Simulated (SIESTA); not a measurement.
CdS (Greenockite):

```
Cd S
1.0
     4.15000    0.00000    0.00000
    -2.07500    3.59401    0.00000
     0.00000    0.00000    6.73700
Cd S
2 2
Direct
  0.66667 0.33333 0.50000
  0.33333 0.66667 0.00000
  0.66667 0.33333 0.87500
  0.33333 0.66667 0.37500
```

Base run:

```yaml
Program: SIESTA 5.4.2
Functional: PBEsol
Potentials_or_basis: PseudoDojo 0.4 standard (PBEsol files)
Basis: DZP (energy shift 0.003 Ry; two zetas on semicore shells)
Grid_cutoff: 800 Ry
Energy_shift: 0.003 Ry
k_mesh: 7 × 7 × 4
Occupations: fermi-dirac, width 0.05 eV
Spin: no spin polarisation
```

Its results: band gap on the k mesh 1.27 eV, direct; pressure -0.8 GPa; largest force 0.072 eV/Å.

Problem. The run is repeated on the same cell with these changes: functional from PBEsol to AM05. What comes out?

Solution. Band gap on the k mesh 1.37 eV, direct; pressure -0.2 GPa; largest force 0.072 eV/Å.

Caveats: the basis of atomic orbitals isn't converged, which shifts pressures, moduli and gaps; the potentials were made for another functional, which shifts forces and pressure (some runs).

Not every run made on this cell is shown here.
